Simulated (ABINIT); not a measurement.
Crystal: Br.

```
Br
1.0
     3.36325   -2.32255    0.00000
     3.36325    2.32255    0.00000
     0.00000    0.00000    8.70230
Br
4
Direct
  0.36510 0.63490 0.39010
  0.13490 0.86510 0.89010
  0.63490 0.36510 0.60990
  0.86510 0.13490 0.10990
```

Base run:

| Quantity | Value |
| --- | --- |
| Program | ABINIT 10.8.3 (patched build) |
| Functional | PBE |
| Potentials or basis | JTH PAW PBE v2.0 |
| Cutoff | 408 eV |
| k mesh | 4 × 4 × 2 |
| Occupations | fermi-dirac, width 0.05 eV |
| Spin | no spin polarisation |

Its results: band gap on the k mesh 1.88 eV, indirect (least direct gap 1.92 eV); pressure 1.8 GPa; largest force 0.881 eV/Å.

Question: The run is repeated on the same cell with these changes: functional from PBE to PBEsol; k mesh from 4 × 4 × 2 to 9 × 9 × 4. What comes out?

Answer: Band gap on the k mesh 1.83 eV, indirect (least direct gap 1.86 eV); pressure 0.1 GPa; largest force 0.747 eV/Å.

Several settings changed at once, so the effect can't be laid on one alone.

Caveats: the atomic spheres overlap; the PAW data sets were made with another functional, which shifts forces and pressure a little (some runs); an odd mesh through Γ misses points on the zone boundary, where band edges often lie (some runs).
